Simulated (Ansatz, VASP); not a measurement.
**Ta: VASP beside Ansatz**

```
Ta
1.0
    -1.62348    1.62348    1.62348
     1.62348   -1.62348    1.62348
     1.62348    1.62348   -1.62348
Ta
1
Cartesian
  0.0000 0.0000 0.0000
```

Alike in both runs: functional LDA; k mesh 8 × 8 × 8; occupations gaussian, width 0.1 eV; no spin polarisation.

Ansatz relaxed the structure, and its values are those at the end. VASP's run is a single point on that final structure, the one shown.

|  | VASP | Ansatz |
| --- | --- | --- |
| version | VASP 6.6.1 | Ansatz 0.2.0 |
| potentials or method | VASP PAW LDA potentials, release 64 (Ta_pv) | scalar-relativistic, plane waves, PAW |
| plane-wave cutoff (eV) | 520 | 600 |
| valence electrons in the cell | 11 | 13 |

|  | VASP | Ansatz | Ansatz less VASP |
| --- | --- | --- | --- |
| gap on the k mesh at the Fermi level (eV) | none | none | - |
| pressure (GPa) | 1.1 | 0.0 | -1.07 |

A gap of «none» marks a metal or a gap that the smearing closes. The two sets of potentials don't hold the same shells in valence. Ansatz warned: «pseudo_functional_mismatch».

Spin-orbit coupling is left out, which matters for the levels of Ta.
